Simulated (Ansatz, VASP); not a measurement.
This is a calculation of Ni for VASP 6.6.1.

The input INCAR:

```
PREC = Accurate
ENCUT = 520
EDIFF = 1E-6
ISMEAR = -1
SIGMA = 0.05
LREAL = F
LASPH = T
NELM = 150
ALGO = Normal
ISIF = 2
LWAVE = F
LCHARG = F
ISPIN = 2
MAGMOM = 1 1
LORBIT = 11
LMAXMIX = 4
GGA = CA
NBANDS = 21
```

File KPOINTS:

```
regular mesh
0
Gamma
  12 12 7
```

File POSCAR:

```
Ni
1.0
    2.4642354424      0.0000000000      0.0000000000
   -1.2321177212      2.1340904941      0.0000000000
    0.0000000000      0.0000000000      4.0997805916
Ni
2
Direct
    0.6666666667      0.3333333333      0.7500000000
    0.3333333333      0.6666666667      0.2500000000
```

Potentials or basis: VASP PAW LDA potentials, release 64 (Ni).

The run is started by

```bash
$ cat potpaw_LDA.64/Ni/POTCAR > POTCAR
$ mpirun -np 1 vasp_std > vasp.out
```

Set up the same calculation for Ansatz 0.2.0. Potentials there: all-electron LAPW, scalar-relativistic.

As run (the cutoff follows the program's own potentials):

input.yaml

```yaml
crystal:
  lattice:
    - [2.4642354424, 0.0, 0.0]
    - [-1.2321177212, 2.1340904941, 0.0]
    - [0.0, 0.0, 4.0997805916]
  atoms:
    - { symbol: Ni, position: [0.6666666667, 0.3333333333, 0.75], spin: 1.0 }
    - { symbol: Ni, position: [0.3333333333, 0.6666666667, 0.25], spin: 1.0 }
kpoints:
  mp_grid: { grid: [12, 12, 7] }
scf:
  occupations: { method: fermi_dirac, width: 0.05 }
hamiltonian:
  xc: lda
  pseudopotentials: { kind: all_electron, lapw: { basis_error: 0.001 } }
magnetization:
  spin_polarized: true
output:
  forces: true
  stress: true
  eigenvalues: true
```

Potentials or basis: all-electron LAPW, scalar-relativistic.

The run is started by

```bash
$ ansatz run input.yaml --threads 2 --pin off --max-ram 6144MiB --backend cpu --events-out ev --progress --plain --runs-dir out
```

Both were run:

|  | VASP | Ansatz | Ansatz less VASP |
| --- | --- | --- | --- |
| gap on the k mesh at the Fermi level (eV) | none | none | - |
| pressure (GPa) | -14.6 | -14.7 | -0.06 |
| largest component of the traceless stress (GPa) | 2.06 | 2.24 | +0.179 |
| net moment per atom (μB) | 0.59 | 0.63 | +0.035 |
| size of the moment on the site where the two differ most (μB) | 0.60 | 0.65 | +0.050 |

Site moments also hang on the region over which each program counts them. A gap of «none» marks a metal or a gap that the smearing closes. Ansatz ran all-electron here, so the differences hold the error of VASP's frozen core and of both bases.
